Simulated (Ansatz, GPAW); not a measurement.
# butane-1,4-dithiol between two Pt chains: relaxation, then transmission at several levels, part 4 of 4

How well does butane-1,4-dithiol between two Pt chains conduct once its atoms have relaxed, and how much do cheaper levels lose?

GPAW 26.7.0 and Ansatz 0.2.0; Ansatz plane waves; relaxation of the junction with the lead ends held; PAW set soft_1 (the session's first sound run).

So far, transmission at the Fermi level (one spin): step 3 (plane-wave reference (PBE)) 0.00665; step 4 (double-zeta polarised basis, PBE, GPAW) 0.00579; step 5 (GPAW, szp: basis = "szp(dzp)", PBE, GPAW) 0.00515; step 6 (minimal basis, PBE, GPAW) 0.00358; step 7 (revPBE in the dzp basis: xc = "revPBE") 0.00577.

### Step 8. Without the relaxation: geometry = "as built"

Level of this step: GPAW LCAO, PAW setups; Landauer transmission from Green's functions with principal layers (ASE), zero bias (GPAW).

The dzp basis with PBE on the structure as first built shows what the relaxation was worth.

Input file run.py:

```python
import json
import numpy as np
from ase import Atoms
from ase.transport.calculators import TransportCalculator
from gpaw import GPAW, FermiDirac
from gpaw.lcao.tools import get_lcao_hamiltonian
from scipy.linalg import eigh

# The junction with lead layers at both ends, along the third cell vector
device = Atoms(
    ['Pt', 'Pt', 'Pt', 'Pt', 'Pt', 'Pt', 'Pt', 'Pt', 'S', 'H', 'C', 'H', 'H', 'C', 'H', 'H', 'C', 'H', 'H', 'C', 'H', 'S', 'Pt', 'Pt', 'Pt', 'Pt', 'Pt', 'Pt', 'Pt', 'Pt'],
    positions=[
        [5.49680, 4.69036, 1.20000],
        [5.49680, 4.69036, 3.60000],
        [5.49680, 4.69036, 6.00000],
        [5.49680, 4.69036, 8.40000],
        [5.49680, 4.69036, 10.80000],
        [5.49680, 4.69036, 13.20000],
        [5.49680, 4.69036, 15.60000],
        [5.49680, 4.69036, 18.00000],
        [3.90760, 3.90293, 19.54172],
        [4.10424, 5.83922, 20.94453],
        [4.10988, 4.76024, 21.12896],
        [6.26576, 4.57182, 21.16178],
        [3.25001, 4.51947, 21.76212],
        [5.40984, 4.33523, 21.80653],
        [5.41232, 3.25001, 21.96973],
        [5.58130, 6.13072, 22.98986],
        [5.58378, 5.04550, 23.15306],
        [7.74361, 4.86125, 23.19748],
        [4.72786, 4.80892, 23.79780],
        [6.88373, 4.62049, 23.83063],
        [6.88937, 3.54151, 24.01506],
        [7.08601, 5.47780, 25.41788],
        [5.49680, 4.69036, 26.95959],
        [5.49680, 4.69036, 29.35959],
        [5.49680, 4.69036, 31.75959],
        [5.49680, 4.69036, 34.15959],
        [5.49680, 4.69036, 36.55959],
        [5.49680, 4.69036, 38.95959],
        [5.49680, 4.69036, 41.35959],
        [5.49680, 4.69036, 43.75959]],
    cell=[[10.99361, 0.0, 0.0], [0.0, 9.38072, 0.0], [0.0, 0.0, 44.95959]],
    pbc=True)

# One principal layer of the lead: the first 5 atoms of the device
lead = Atoms(
    ['Pt', 'Pt', 'Pt', 'Pt', 'Pt'],
    positions=[
        [5.49680, 4.69036, 1.20000],
        [5.49680, 4.69036, 3.60000],
        [5.49680, 4.69036, 6.00000],
        [5.49680, 4.69036, 8.40000],
        [5.49680, 4.69036, 10.80000]],
    cell=[[10.99361, 0.0, 0.0], [0.0, 9.38072, 0.0], [0.0, 0.0, 12.0]],
    pbc=True)

settings = dict(mode='lcao', basis='dzp', xc='PBE', h=0.2,
                occupations=FermiDirac(0.1), maxiter=250,
                mixer=dict(beta=0.1, nmaxold=8, weight=100.0),
                convergence=dict(density=0.0001))
energies = np.arange(-2, 2 + 1e-9, 0.025)
eta = 0.0001
n1, n2 = 1, 1
# k and -k transmit alike, so half of the mesh across the current serves
mesh = [(i, j) for i in range(n1) for j in range(n2) if (i, j) <= (-i % n1, -j % n2)]
weights = np.array([1 if (i, j) == (-i % n1, -j % n2) else 2 for i, j in mesh]) / (n1 * n2)


def ground_state(atoms, size, txt):
    atoms.calc = GPAW(kpts={'size': size, 'gamma': True}, symmetry={'tolerance': 1e-3}, txt=txt, **settings)
    atoms.get_potential_energy()
    return atoms.calc.get_fermi_level()


def blocks(atoms, fermi, points, nz, cells):
    """H - E_F S and S between cell 0 and the cells above it, at each point across the current."""
    kz = np.arange(nz) / nz
    calc = atoms.calc.fixed_density(kpts=[(*k, z) for k in points for z in kz], symmetry='off', txt=None)
    H, S = get_lcao_hamiltonian(calc)
    H = (H - fermi * S).reshape(len(H), len(points), nz, *S.shape[1:])
    S = S.reshape(H.shape[1:])
    phases = [np.exp(-2j * np.pi * kz * R) / nz for R in cells]
    return [(np.einsum('skzij,z->ksij', H, p), np.einsum('kzij,z->kij', S, p)) for p in phases]


def pair(a, b):
    return np.block([[a, b], [b.T.conj(), a]])


def count_channels(h, s, cells, nk=240):
    """Half the number of times that the lead's bands cross each energy, unfolded to its shortest repeat."""
    b = len(h) // cells
    bands = []
    for k in (np.arange(nk + 1) + 0.5) / nk:
        hk, sk = h[:b, :b].copy(), s[:b, :b].copy()
        for R in range(1, cells):
            phase, block = np.exp(2j * np.pi * k * R), slice(R * b, (R + 1) * b)
            hk += h[:b, block] * phase + (h[:b, block] * phase).T.conj()
            sk += s[:b, block] * phase + (s[:b, block] * phase).T.conj()
        w, u = eigh(sk)
        x = u[:, w > 1e-5] / w[w > 1e-5]**0.5  # drop near-dependent combinations
        bands.append(np.r_[eigh(x.T.conj() @ hk @ x, eigvals_only=True), [1e9] * (w <= 1e-5).sum()])
    below = np.array(bands)[:, :, None] < energies
    return (below[1:] != below[:-1]).sum((0, 1)) / 2


fermi_lead = ground_state(lead, (1, 1, 10), 'lead.txt')
fermi_device = ground_state(device, (1, 1, 2), 'device.txt')
T, channels, eigen, tail, misfit, shifts = [], [], [], 0.0, 0.0, []
for first in range(0, len(mesh), 123):
    points = [(i / n1, j / n2) for i, j in mesh[first:first + 123]]
    (H0k, S0k), (H1k, S1k), (H2k, _) = blocks(lead, fermi_lead, points, 5, range(3))
    [(Hk, Sk)] = blocks(device, fermi_device, points, 2, [0])
    tail = max(tail, abs(H2k).max())
    for H0, S0, H1, S1, H, S in zip(H0k, S0k, H1k, S1k, Hk, Sk):
        n = len(S0)
        # Shift the lead onto the potential of the device's first layer
        shift = ((H[:, 0, 0] - H0[:, 0, 0]) / S0[0, 0]).real.mean()
        shifts.append(shift)
        misfit = max(misfit, abs(H[:, :n, :n] - H0 - shift * S0).max())
        Tk, Ck, Ek = [], [], []
        for s in range(len(H)):
            t = s % len(H0)  # a lead without moments serves both spins
            h1, s1 = pair(H0[t] + shift * S0, H1[t] + shift * S1), pair(S0, S1)
            leads = dict(h1=h1, s1=s1, energies=energies, eta=eta, eta1=eta, eta2=eta)
            calc = TransportCalculator(h=H[s], s=S, eigenchannels=3, **leads)
            Tk.append(calc.get_transmission())
            Ek.append(np.sort(calc.eigenchannels_ne, axis=0)[::-1])
            Ck.append(count_channels(h1, s1, 10))
        T.append(Tk)
        channels.append(Ck)
        eigen.append(Ek)
T, channels = np.array(T), np.array(channels)
mean, open_channels = np.einsum('kse,k->se', T, weights), np.einsum('kse,k->se', channels, weights)

print(f'basis functions: device {len(S)}, principal layer {n}')
print(f'Fermi level: lead {fermi_lead:.4f} eV, device {fermi_device:.4f} eV; lead shifted by {np.mean(shifts):.4f} eV')
print(f'largest coupling past the next layer {tail:.2e} eV, largest misfit of the first layer {misfit:.3f} eV')
print('  E-E_F (eV)   ' + 'T (one spin)  channels')
for e, t, c in zip(energies, mean.T, open_channels.T):
    print(f'{e:10.3f}  ', *[f'{x:11.4e}' for x in t], *[f'{x:9.4f}' for x in c])

kT = 8.617333e-5 * 300
fine = np.linspace(energies[0], energies[-1], 4001)
both = np.exp(np.interp(fine, energies, np.log(np.maximum(mean.sum(0) * 2 / len(mean), 1e-30))))
fermi = lambda mu: 1 / (1 + np.exp(np.clip((fine - mu) / kT, -200, 200)))
slope = fermi(0) * (1 - fermi(0)) / kT
G = np.trapezoid(both * slope, fine) / 2
seebeck = -np.trapezoid(both * slope * fine, fine) / (2 * G * 300) * 1e6
print(f'conductance at 300 K: {G:.5g} G0 a cell; thermopower {seebeck:.4g} uV/K')
bias = [0.1, 0.2, 0.5, 1.0, 1.5, 2.0]
current = [38.74 * np.trapezoid(both * (fermi(V / 2) - fermi(-V / 2)), fine) for V in bias]
for V, I in zip(bias, current):
    print(f'current from the zero-bias T(E) at {V} V: {I:.5g} uA')
zero = abs(energies).argmin()
json.dump(dict(energies=energies.tolist(), T=mean.tolist(), channels=open_channels.tolist(), G=G, seebeck=seebeck,
               bias=bias, current=current, tail=tail, misfit=misfit, shift=np.mean(shifts), n_device=len(S), n_lead=n,
               fermi=[fermi_lead, fermi_device], energy=device.get_potential_energy(),
               moments=device.get_magnetic_moments().tolist(), mesh=mesh, weights=weights.tolist(),
               T_k=T[:, :, zero].tolist(), eigen=np.array(eigen[0]).tolist()), open('result.json', 'w'))
```

Launch:

```bash
OMP_NUM_THREADS=1 OPENBLAS_NUM_THREADS=1 python run.py
```

Numbers of over 12 decimals in the logs are rounded to 6 here.

What it wrote:

```text
basis functions: device 550, principal layer 135
Fermi level: lead -4.8242 eV, device -4.5694 eV; lead shifted by 0.0017 eV
largest coupling past the next layer 8.09e-06 eV, largest misfit of the first layer 0.059 eV
  E-E_F (eV)   T (one spin)  [channel counts left out]
    -2.000    2.0772e-01
    -1.975    2.1825e-01
    -1.950    2.2889e-01
[...]
1.975    1.2710e-06
     2.000    2.0555e-06
conductance at 300 K: 0.12291 G0 a cell; thermopower 55.14 uV/K
current from the zero-bias T(E) at 0.1 V: 0.97515 uA
current from the zero-bias T(E) at 0.2 V: 2.0895 uA
current from the zero-bias T(E) at 0.5 V: 6.7319 uA
current from the zero-bias T(E) at 1.0 V: 9.3267 uA
current from the zero-bias T(E) at 1.5 V: 10.744 uA
current from the zero-bias T(E) at 2.0 V: 11.761 uA
```

It took 5.3 min on 1 thread of Arm Neoverse V2, shared host; peak memory 2.1 GiB.

Numbers from this step:

| Property | Result |
| --- | --- |
| conductance | 0.1229 G₀ |
| thermopower | 55.14 μV/K |
| largest coupling past the next principal layer | 8.09e-6 eV |
| largest misfit of the first principal layer | 0.05942 eV |
| shift that aligns the lead | 0.001735 eV |
| transmission at the Fermi level (one spin) | 0.1153 |

One spin. Transmission, zone mean against energy, zero at the Fermi level:

| energy (eV) | transmission, zone mean |
| --- | --- |
| -2.000 | 0.208 |
| -1.900 | 0.249 |
| -1.800 | 0.279 |
| -1.700 | 0.290 |
| -1.600 | 0.300 |
| -1.525 | 0.391 |
| -1.500 | 0.389 |
| -1.400 | 0.365 |
| -1.300 | 0.307 |
| -1.200 | 0.158 |
| -1.100 | 0.0964 |
| -1.000 | 0.0549 |
| -0.900 | 0.0497 |
| -0.800 | 0.0500 |
| -0.700 | 0.0593 |
| -0.600 | 0.0727 |
| -0.500 | 0.0949 |
| -0.400 | 0.0668 |
| -0.300 | 0.123 |
| -0.225 | 0.517 |
| -0.200 | 0.497 |
| -0.100 | 0.245 |
| 0.000 | 0.115 |
| 0.100 | 0.0561 |
| 0.200 | 0.0264 |
| 0.300 | 0.0110 |
| 0.400 | 0.00443 |
| 0.500 | 0.00293 |
| 0.600 | 0.00230 |
| 0.700 | 0.00208 |
| 0.800 | 8.7e-4 |
| 0.900 | 3.4e-4 |
| 1.000 | 1.3e-4 |
| 1.100 | 4.1e-5 |
| 1.200 | 9.1e-6 |
| 1.300 | 5.9e-7 |
| 1.400 | 2.2e-7 |
| 1.500 | 1.4e-6 |
| 1.600 | 1.8e-6 |
| 1.700 | 1.2e-6 |
| 1.800 | 2.5e-7 |
| 1.900 | 6.3e-8 |
| 2.000 | 2.1e-6 |

The conductance, 0.123 G₀, lies a factor of 17 above that of the dzp run.

### Step 9. The ladder

Times are wall times on the hardware named with each run. The series side by side:

| no. | run | conductance (G₀) | time | memory (GiB) |
| --- | --- | --- | --- | --- |
| 1 | pw PBE | 0.007735 | 66 min | 7.2 |
| 2 | dzp | 0.007221 | 5.9 min | 2.1 |
| 3 | szp | 0.006327 | 3.9 min | 2.0 |
| 4 | sz | 0.004492 | 3.2 min | 1.9 |
| 5 | dzp revPBE | 0.007146 | 5.9 min | 2.1 |
| 6 | asbuilt | 0.1229 | 5.3 min | 2.1 |

### Step 10. The levels side by side

The curves are compared point by point over the common energies.

This step: comparison of transmission and cost over codes, levels and geometry; PAW set soft_1 (GPAW 26.7.0).

Ladder, by row:

| step | code | T at the Fermi level (sum over the listed spins) | conductance (G0) | r.m.s. T(E) from the first | wall time (s) | peak memory (GiB) | threads |
| --- | --- | --- | --- | --- | --- | --- | --- |
| pw-pbe | Ansatz | 0.006651 | 0.007735 | 0 | 3965 | 7.235 | 4 |
| dzp | GPAW | 0.005793 | 0.007221 | 0.05478 | 354.5 | 2.07 | 1 |
| szp | GPAW | 0.00515 | 0.006327 | 0.07434 | 236.5 | 1.98 | 1 |
| sz | GPAW | 0.003584 | 0.004492 | 0.07251 | 191.3 | 1.91 | 1 |
| dzp-revPBE | GPAW | 0.005773 | 0.007146 | 0.06037 | 354.4 | 2.07 | 1 |
| asbuilt | GPAW | 0.1153 | 0.1229 | 0.1509 | 317.9 | 2.07 | 1 |

The transmission, zone mean, sum over the listed spins by energy, zero at the Fermi level:

| energy (eV) | pw-pbe | dzp | szp | sz | dzp-revPBE | asbuilt |
| --- | --- | --- | --- | --- | --- | --- |
| -2.000 | 0.00263 | 0.00261 | 0.00150 | 7.6e-4 | 0.00245 | 0.208 |
| -1.800 | 0.00369 | 0.00484 | 0.00348 | 0.0125 | 0.00451 | 0.279 |
| -1.625 | 0.910 | 0.575 | 0.221 | 0.229 | 0.505 | 0.295 |
| -1.600 | 0.370 | 0.564 | 0.296 | 0.215 | 0.566 | 0.300 |
| -1.575 | 0.243 | 0.192 | 0.325 | 0.182 | 0.469 | 0.310 |
| -1.400 | 0.0168 | 0.0374 | 0.0261 | 0.0150 | 0.0396 | 0.365 |
| -1.200 | 0.112 | 0.0105 | 0.0102 | 0.00302 | 0.0128 | 0.158 |
| -1.150 | 0.232 | 0.0226 | 0.0202 | 0.00442 | 0.0255 | 0.138 |
| -1.050 | 0.0600 | 0.217 | 0.227 | 0.0171 | 0.258 | 0.0665 |
| -1.025 | 0.0476 | 0.295 | 0.213 | 0.0363 | 0.296 | 0.0589 |
| -1.000 | 0.0398 | 0.238 | 0.117 | 0.0791 | 0.213 | 0.0549 |
| -0.975 | 0.0360 | 0.156 | 0.0638 | 0.125 | 0.136 | 0.0529 |
| -0.800 | 0.0370 | 0.0347 | 0.0166 | 0.0190 | 0.0336 | 0.0500 |
| -0.600 | 0.0370 | 0.0326 | 0.0194 | 0.0144 | 0.0333 | 0.0727 |
| -0.400 | 0.0483 | 0.0335 | 0.0231 | 0.0150 | 0.0347 | 0.0668 |
| -0.200 | 0.0328 | 0.0423 | 0.0220 | 0.0174 | 0.0409 | 0.497 |
| 0.000 | 0.00665 | 0.00579 | 0.00515 | 0.00358 | 0.00577 | 0.115 |
| 0.200 | 0.0294 | 0.0293 | 0.0296 | 0.0223 | 0.0286 | 0.0264 |
| 0.400 | 0.0376 | 0.0294 | 0.0218 | 0.0155 | 0.0289 | 0.00443 |
| 0.600 | 0.0205 | 0.0185 | 0.0145 | 0.0107 | 0.0179 | 0.00230 |
| 0.800 | 0.0288 | 0.0412 | 0.0321 | 0.0226 | 0.0402 | 8.7e-4 |
| 1.000 | 0.0313 | 0.0246 | 0.0202 | 0.0139 | 0.0253 | 1.3e-4 |
| 1.200 | 0.0152 | 0.0121 | 0.0111 | 0.00778 | 0.0126 | 9.1e-6 |
| 1.400 | 0.00820 | 0.00680 | 0.00668 | 0.00483 | 0.00708 | 2.2e-7 |
| 1.600 | 0.00518 | 0.00447 | 0.00460 | 0.00341 | 0.00461 | 1.8e-6 |
| 1.800 | 0.00377 | 0.00337 | 0.00358 | 0.00271 | 0.00343 | 2.5e-7 |
| 2.000 | 0.00311 | 0.00286 | 0.00314 | 0.00241 | 0.00288 | 2.1e-6 |

### Step 11. Grid spacing 0.14: h = 0.14

The real-space grid carries density and potential; a coarse one breaks translation symmetry along the lead and scatters electrons that should pass.

This step: GPAW LCAO, PAW setups; Landauer transmission from Green's functions with principal layers (ASE), zero bias (GPAW 26.7.0).

Edit run.py of step 8 so:

```diff
@@ -18,20 +18,20 @@
         [5.49680, 4.69036, 13.20000],
-        [5.49680, 4.69036, 15.60000],
-        [5.49680, 4.69036, 18.00000],
-        [3.90760, 3.90293, 19.54172],
-        [4.10424, 5.83922, 20.94453],
-        [4.10988, 4.76024, 21.12896],
-        [6.26576, 4.57182, 21.16178],
-        [3.25001, 4.51947, 21.76212],
-        [5.40984, 4.33523, 21.80653],
-        [5.41232, 3.25001, 21.96973],
-        [5.58130, 6.13072, 22.98986],
-        [5.58378, 5.04550, 23.15306],
-        [7.74361, 4.86125, 23.19748],
-        [4.72786, 4.80892, 23.79780],
-        [6.88373, 4.62049, 23.83063],
-        [6.88937, 3.54151, 24.01506],
-        [7.08601, 5.47780, 25.41788],
-        [5.49680, 4.69036, 26.95959],
-        [5.49680, 4.69036, 29.35959],
+        [4.81320, 3.56403, 15.18301],
+        [5.91541, 3.88187, 17.29463],
+        [5.62494, 3.25519, 19.33179],
+        [5.92707, 5.50726, 20.23917],
+        [5.31324, 4.64335, 20.52036],
+        [6.68958, 3.84533, 21.99199],
+        [4.25431, 4.92258, 20.42430],
+        [5.63353, 4.15252, 21.94299],
+        [5.03563, 3.25362, 22.15990],
+        [5.95789, 6.12574, 22.79953],
+        [5.36015, 5.22674, 23.01647],
+        [6.73978, 4.45750, 24.53522],
+        [4.30404, 5.53377, 22.96758],
+        [5.68065, 4.73593, 24.43904],
+        [5.06749, 3.87147, 24.72000],
+        [5.36751, 6.12335, 25.62805],
+        [5.07815, 5.49763, 27.66565],
+        [6.18404, 5.81289, 29.77570],
         [5.49680, 4.69036, 31.75959],
@@ -57,3 +57,3 @@
 
-settings = dict(mode='lcao', basis='dzp', xc='PBE', h=0.2,
+settings = dict(mode='lcao', basis='dzp', xc='PBE', h=0.14,
                 occupations=FermiDirac(0.1), maxiter=250,
```

What it wrote:

```text
basis functions: device 550, principal layer 135
Fermi level: lead -4.8240 eV, device -4.4875 eV; lead shifted by -0.0019 eV
largest coupling past the next layer 8.09e-06 eV, largest misfit of the first layer 0.108 eV
  E-E_F (eV)   T (one spin)  [channel counts left out]
    -2.000    2.6003e-03
    -1.975    2.4307e-03
    -1.950    2.3109e-03
    -1.925    2.2502e-03
    -1.900    2.2642e-03
    -1.875    2.3856e-03
    -1.850    2.6898e-03
    -1.825    3.3626e-03
    -1.800    4.8851e-03
    -1.775    8.5576e-03
    -1.750    1.7995e-02
    -1.725    4.3141e-02
    -1.700    1.0800e-01
    -1.675    2.4693e-01
    -1.650    4.3991e-01
    -1.625    5.7390e-01
[...]
1.825    3.2731e-03
     1.850    3.1932e-03
     1.875    3.1211e-03
     1.900    3.0563e-03
     1.925    2.9983e-03
     1.950    2.9468e-03
     1.975    2.9016e-03
     2.000    2.8624e-03
conductance at 300 K: 0.007216 G0 a cell; thermopower -7.444 uV/K
current from the zero-bias T(E) at 0.1 V: 0.060183 uA
current from the zero-bias T(E) at 0.2 V: 0.14727 uA
current from the zero-bias T(E) at 0.5 V: 0.77607 uA
current from the zero-bias T(E) at 1.0 V: 2.1125 uA
current from the zero-bias T(E) at 1.5 V: 3.1596 uA
current from the zero-bias T(E) at 2.0 V: 5.2872 uA
```

The job ended after 9.4 min (1 thread; peak memory 5.6 GiB).

Numbers from this step:

* conductance: 0.007216 G₀
* thermopower: -7.444 μV/K
* largest misfit of the first principal layer: 0.1078 eV
* shift that aligns the lead: -0.001891 eV
* transmission at the Fermi level (one spin): 0.005796

One spin. The transmission, zone mean by energy, zero at the Fermi level:

| energy (eV) | transmission, zone mean |
| --- | --- |
| -2.000 | 0.00260 |
| -1.900 | 0.00226 |
| -1.800 | 0.00489 |
| -1.700 | 0.108 |
| -1.625 | 0.574 |
| -1.600 | 0.562 |
| -1.500 | 0.0934 |
| -1.400 | 0.0373 |
| -1.300 | 0.00303 |
| -1.200 | 0.0109 |
| -1.100 | 0.0540 |
| -1.025 | 0.294 |
| -1.000 | 0.233 |
| -0.900 | 0.0567 |
| -0.800 | 0.0346 |
| -0.700 | 0.0309 |
| -0.600 | 0.0327 |
| -0.500 | 0.0325 |
| -0.400 | 0.0334 |
| -0.300 | 0.0386 |
| -0.200 | 0.0420 |
| -0.100 | 0.0114 |
| 0.000 | 0.00580 |
| 0.100 | 0.0131 |
| 0.200 | 0.0296 |
| 0.300 | 0.0567 |
| 0.400 | 0.0292 |
| 0.500 | 0.0211 |
| 0.600 | 0.0186 |
| 0.700 | 0.0202 |
| 0.800 | 0.0410 |
| 0.900 | 0.0344 |
| 1.000 | 0.0245 |
| 1.100 | 0.0170 |
| 1.200 | 0.0120 |
| 1.300 | 0.00886 |
| 1.400 | 0.00678 |
| 1.500 | 0.00540 |
| 1.600 | 0.00446 |
| 1.700 | 0.00381 |
| 1.800 | 0.00336 |
| 1.900 | 0.00306 |
| 2.000 | 0.00286 |

Not self-consistent under bias; the bias window is split evenly. Current through one cell, from the zero-bias transmission against bias:

| bias (V) | current through one cell, from the zero-bias transmission (μA) |
| --- | --- |
| 0.100 | 0.0602 |
| 0.200 | 0.147 |
| 0.500 | 0.776 |
| 1.000 | 2.11 |
| 1.500 | 3.16 |
| 2.000 | 5.29 |

Transmission of the three most open eigenchannels against energy, zero at the Fermi level:

| energy (eV) | channel 1 | channel 2 | channel 3 |
| --- | --- | --- | --- |
| -2.000 | 0.00170 | 8.8e-4 | 1.6e-5 |
| -1.800 | 0.00403 | 8.5e-4 | 1.1e-5 |
| -1.600 | 0.562 | 1.8e-4 | 5.0e-8 |
| -1.400 | 0.0371 | 1.9e-4 | 1.3e-5 |
| -1.200 | 0.0107 | 1.4e-4 | 3.7e-6 |
| -1.000 | 0.233 | 2.3e-4 | 6.3e-6 |
| -0.800 | 0.0343 | 3.1e-4 | 1.6e-5 |
| -0.600 | 0.0322 | 4.1e-4 | 2.0e-5 |
| -0.400 | 0.0327 | 7.0e-4 | 1.0e-5 |
| -0.200 | 0.0420 | 4.8e-5 | 4.3e-6 |
| 0.000 | 0.00579 | 4.5e-6 | 9.7e-7 |
| 0.200 | 0.0296 | 1.4e-7 | 2.8e-8 |
| 0.400 | 0.0292 | 4.5e-8 | 8.2e-10 |
| 0.600 | 0.0186 | 2.0e-8 | 1.6e-10 |
| 0.800 | 0.0410 | 0 | 0 |
| 1.000 | 0.0245 | 0 | 0 |
| 1.200 | 0.0120 | 0 | 0 |
| 1.400 | 0.00678 | 0 | 0 |
| 1.600 | 0.00446 | 0 | 0 |
| 1.800 | 0.00336 | 0 | 0 |
| 2.000 | 0.00286 | 0 | 0 |

The conductance equals that of the dzp run to 0.2 %.

### Step 12. Summary of results

```yaml
conductance: 0.00722 G₀
transmission_at_the_fermi_level_mean_of_the_spins: 0.00579
thermopower: -6.30 μV/K
```

In the dzp basis the junction conducts 0.00722 G₀ at 300 K, with T = 0.00579 a spin at the Fermi level; no smaller basis tried comes within 10 % of that conductance. Relaxation moved atoms by up to 2.0 Å and took the conductance from 0.123 to 0.00722 G₀, as a ratio a larger change than the step from dzp to the minimal basis. The conductance differs from T at the Fermi level because it averages T(E) over the thermal window, about 0.09 eV wide, in which T changes. Plane waves (PBE) give T = 0.00665 there. The junction is in the tunnelling regime at the Fermi level. The negative thermopower says that the thermally weighted transmission is larger above the Fermi level, as for electron-like transport. Measured against the first run (pw-pbe), the nearest curve is that of dzp (r.m.s. 0.055) and the farthest that of asbuilt (0.15). Over the compared runs wall time goes from 191 s (sz) to 3965 s (pw-pbe), on a shared host; the plane-wave run used 4 threads and the orbital runs 1. Moves of this size go well beyond a change of bond lengths: the free chain atoms or the scatterer took up a new arrangement, and the name in the title describes the start. The leads kept an estimated spacing and the cell its length, so the junction may be under some tension or compression. The run had no spin polarisation, so a magnetic state, which chains and small molecules with open shells often have, wasn't tested. Spin-orbit coupling is left out, which matters for the heavy atoms here. Semilocal functionals put molecular levels too near the Fermi level, so such conductances usually come out too high, and chain electrodes have a sharper density of states than real ones. An evenly spaced straight chain is an idealisation: free chains tend to dimerise, zigzag or, where a band edge lies near the Fermi level, turn magnetic. The currents use the zero-bias T(E) throughout, which holds only while the bias is small against the distance to the nearest feature.

[Logs are printed without paths, hosts, clocks, repeated set-up lines and the standing remarks that a program may print on its own settings, such as how far it seeks lower states.]

[Hosts, paths, dates, database ids (printed as entryN), source tags and the programs' standing remarks are cut or masked in the printed files.]
